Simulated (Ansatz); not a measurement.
# CuO in Ansatz: the effect of Hubbard term

CuO:

```
Cu O
1.0
     0.00000   -2.11656   -2.11656
    -2.11656    0.00000   -2.11656
     2.11656    2.11656   -4.23312
Cu O
2 2
Direct
  0.50389 0.47699 0.48801
  0.00389 0.97699 0.98801
  0.74611 0.77301 0.76199
  0.24611 0.27301 0.26199
```

The cell comes from a database or a generator and needn't be the stable form of this composition.

The cell isn't the ideal one: all O atoms moved 0.2 Å in one direction.

Alike in all runs:

```yaml
Program: Ansatz 0.2.0
Task: projected density of states
Functional: PBE
Potentials_or_basis: Ansatz PAW
Cutoff: "420 eV (not typed: the program's choice for these potentials)"
k_mesh: 10 × 10 × 6
Occupations: fermi-dirac, width 0.05 eV
Spin: no spin polarisation
Hubbard_projectors: ortho-atomic (the default)
Double_counting: fll (the default)
```

```tsv
Hubbard term	pressure (GPa)	largest force (eV/Å)
none	5.6	1.20
Cu d U = 1 eV	6.0	1.23
Cu d U = 2 eV	6.4	1.26
Cu d U = 3 eV	?	?
Cu d U = 4 eV	7.5	1.32
Cu d U = 5 eV	8.2	1.34
Cu d U = 6 eV	8.9	1.37
Cu d U = 8 eV	10.7	1.41
```

**Question.** What does the run with Hubbard term Cu d U = 3 eV give?

**Answer.** Pressure 6.9 GPa; largest force 1.29 eV/Å.

Worked out: A parabola through the other rows of the pressure, of slope 0.552 GPa per eV there, gives 6.9 GPa, against the run's 6.9. A straight line through the other rows of the largest force, of slope 0.0267 eV/Å per eV, gives 1.29 eV/Å, against the run's 1.29.

Caveats: the run has no spin polarisation, though such a crystal can be magnetic; forces of over 1 eV/Å show positions far from the minimum, so gaps and moduli don't describe the material at rest; U without spin polarisation on a metal has little footing (some runs); semilocal functionals often make such compounds metallic where correlation or magnetic order opens a gap, which also shifts bond lengths (some runs).
